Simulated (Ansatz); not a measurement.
# IrO2 (P4_2/mnm): equation of state

The task here is to estimate one member of a computed series from the others.

Method: DFT PBE, scalar-relativistic, plane waves, PAW, in Ansatz 0.2.0.

2 further runs of the same task are left out: 1 for a known fault of the program, 1 that didn't finish. Runs told in other sessions of the task aren't counted.

## Starting point

The structure is tetragonal, space group P4_2/mnm (No. 136). Conventional cell: a = 4.530 Å, b = 4.530 Å, c = 3.179 Å, α = 90.00°, β = 90.00°, γ = 90.00°. Around Ir (site symmetry mmm) lie 6 O at 1.97 to 2.01 Å. O (site symmetry m2m) has 3 Ir at 1.97 to 2.01 Å in its first shell of neighbours.

Coordinates:

```
Ir O
1.0
     4.52967    0.00000    0.00000
     0.00000    4.52967    0.00000
     0.00000    0.00000    3.17877
Ir O
2 4
Direct
  0.00000 0.00000 0.00000
  0.50000 0.50000 0.50000
  0.30827 0.30827 0.00000
  0.19173 0.80827 0.50000
  0.69173 0.69173 0.00000
  0.80827 0.19173 0.50000
```

An earlier run at PBE left this cell at 10.870 Å³/atom and 0.01 GPa (6×6×10 mesh).

Volume factors to run: 0.980, 1.020, 0.960, 1.040, 1.070, 1.100, 0.945.

Set-up of the first run:

input.yaml

```yaml
crystal:
  lattice:
    - [4.4992705238, 0.0, 0.0]
    - [0.0, 4.4992705238, 0.0]
    - [0.0, 0.0, 3.1574307625]
  atoms:
    - { symbol: Ir, position: [0.0, 0.0, 0.0], spin: 0.05 }
    - { symbol: Ir, position: [0.5, 0.5, 0.5], spin: 0.05 }
    - { symbol: O, position: [0.3082739756, 0.3082739756, 0.0] }
    - { symbol: O, position: [0.1917260244, 0.8082739756, 0.5] }
    - { symbol: O, position: [0.6917260244, 0.6917260244, 0.0] }
    - { symbol: O, position: [0.8082739756, 0.1917260244, 0.5] }
basis:
  ecutwfc: 420
  ecutrho_ratio: 4
kpoints:
  mp_grid: { grid: [6, 6, 10] }
hamiltonian:
  xc: pbe
scf:
  occupations: { method: gaussian, width: 0.05 }
output:
  forces: true
  stress: true
  eigenvalues: true
  populations: true
magnetization:
  spin_polarized: true
relax:
  f_tol: 0.01
  max_steps: 40
  cell: { stress_tol: 0.1, fix: [volume] }
```

On the command line:

```sh
$ ansatz run input.yaml --threads 4 --pin off --max-ram 7168MiB --backend cpu --events-out ev --progress --plain --runs-dir out
```

Among the steps run: Volume × 0.980; Scaling the volume by 1.020; At 0.960 of the relaxed volume; At 1.040 of the relaxed volume; At 1.070 of the relaxed volume; Volume × 1.100; Volume × 0.945.

One of the session's tables, all rows but one given; the rest of the session is left out.

It belongs to the step «The fit». 

```
volume (Å³/atom)  energy (meV/atom)  pressure (GPa)
          10.272              30.12           16.96
          10.435                  ?               ?
          10.653               3.74            5.58
          10.870               0.00            0.01
          11.088               3.43           -4.96
          11.305              13.21           -9.38
          11.631              38.30          -15.12
          11.957              74.06          -19.87
```

**Question.** Estimate the row for volume (Å³/atom) = 10.435.

Worked estimate for «energy (meV/atom)». A straight line through the neighbours (10.272, 30.12) and (10.653, 3.74) gives 30.12 + (3.74 − 30.12) × (10.435 − 10.272) / (10.653 − 10.272) = 18.83; a parabola fitted to 3 rows on both sides gives 15.74.

The run gave: energy (meV/atom): 15.48; pressure (GPa): 11.83. In «energy (meV/atom)» the line misses by +3.35 and the parabola by +0.26.

To keep in mind: Warnings in the runs' records: seeded moment not kept, stability check not made.
